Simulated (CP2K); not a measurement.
The system is TiC.

```xyz
2
Lattice="3.0628 0.0000 0.0000 1.5314 2.6525 0.0000 1.5314 0.8842 2.5008" Properties=species:S:1:pos:R:3 pbc="T T T"
Ti    0.0000    0.0000    0.0000
C     3.0628    1.7683    1.2504
```

The cell is a database's computed one.

Base run:

* Program: CP2K 2026.2
* Functional: r2SCAN
* Potentials or basis: POTENTIAL_UZH Ti GTH-PBE-q12, C GTH-PBE-q4; TZVP-MOLOPT-PBE-GTH basis
* Density cutoff: 9184 eV
* k mesh: 11 × 11 × 11
* Occupations: fermi-dirac, width 0.05 eV
* Spin: no spin polarisation

Its results: band gap on the k mesh none (metal or under the smearing width); pressure -0.3 GPa.

Question: After a change of settings the same cell gave: band gap on the k mesh none (metal or under the smearing width); pressure 0.8 GPa. Which change was it?
A. functional from r2SCAN to PBEsol
B. functional from r2SCAN to vdW-DF-cx
C. functional from r2SCAN to LDA
D. functional from r2SCAN to PW91

Answer: D.

Caveats: the potentials were made for another functional, which shifts forces and pressure; the basis of atomic orbitals isn't converged, which shifts pressures, moduli and gaps.

Runs at the PBE level aren't shown here.
